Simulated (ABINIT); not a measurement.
Crystal: PtS2.

```
Pt S
1.0
     3.54320    0.00000    0.00000
    -1.77160    3.06850    0.00000
     0.00000    0.00000    5.03880
Pt S
1 2
Direct
  0.00000 0.00000 0.00000
  0.66667 0.33333 0.77300
  0.33333 0.66667 0.22700
```

Base run:

| Property | Result |
| --- | --- |
| Program | ABINIT 10.8.3 (patched build) |
| Functional | LDA |
| Potentials or basis | JTH PAW LDA v2.0 |
| Cutoff | 544 eV |
| k mesh | 9 × 9 × 5 |
| Occupations | fermi-dirac, width 0.05 eV |
| Spin | no spin polarisation |

Its results: band gap on the k mesh 0.88 eV, indirect (least direct gap 0.92 eV); pressure 4.0 GPa; largest force 0.877 eV/Å.

After a change of settings the same cell gave: band gap on the k mesh 1.04 eV, indirect (least direct gap 1.63 eV); pressure 3.8 GPa; largest force 0.976 eV/Å. Which change was it?
A. k mesh from 9 × 9 × 5 to 4 × 4 × 2
B. functional from LDA to SOGGA; potentials or basis from JTH PAW LDA v2.0 to JTH PAW PBE v2.0
C. functional from LDA to revPBE; potentials or basis from JTH PAW LDA v2.0 to JTH PAW PBE v2.0
D. functional from LDA to HCTH407; potentials or basis from JTH PAW LDA v2.0 to JTH PAW PBE v2.0

A.

Caveats: some runs use coarse meshes; spin-orbit coupling is left out, which moves the levels of the heavy elements.
